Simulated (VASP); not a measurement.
# ZrC: single point with PBE

The system is ZrC.

```
CELL_PARAMETERS angstrom
0.00000 2.35433 2.35433
2.35433 0.00000 2.35433
2.35433 2.35433 0.00000
ATOMIC_POSITIONS crystal
Zr 0.00000 0.00000 0.00000
C 0.50000 0.50000 0.50000
```

The cell is a database's computed one.

```
Program             : VASP 6.6.1
Task                : single point
Functional          : PBE
Potentials or basis : VASP PAW PBE potentials, release 64 (Zr_sv, C)
Cutoff              : 520 eV
k mesh              : 16 × 16 × 16
Occupations         : gaussian, width 0.1 eV
Spin                : no spin polarisation
```

| Item | Value |
| --- | --- |
| Pressure | 0.2 GPa |
| Band gap on the k mesh | none (metal or under the smearing width) |

Levels at points of the mesh, in eV from the Fermi level:
```
           k point  band 5  band 6  band 7  band 8  band 9  band 10  band 11  band 12
(0.00, 0.00, 0.00)  -11.28    0.94    0.94    0.94    1.10     1.10     1.10     2.81
(0.50, 0.00, 0.00)   -8.23   -5.26   -2.90   -2.90    4.48     4.48     5.31     6.52
(0.50, 0.50, 0.00)  -10.11   -2.06   -1.73    0.06    0.06     4.43     5.64     5.64
```

Wall time 30 s on 1 thread of Intel(R) Xeon(R) 6975P-C (Granite Rapids) (shared host), peak memory 0.19 GiB.
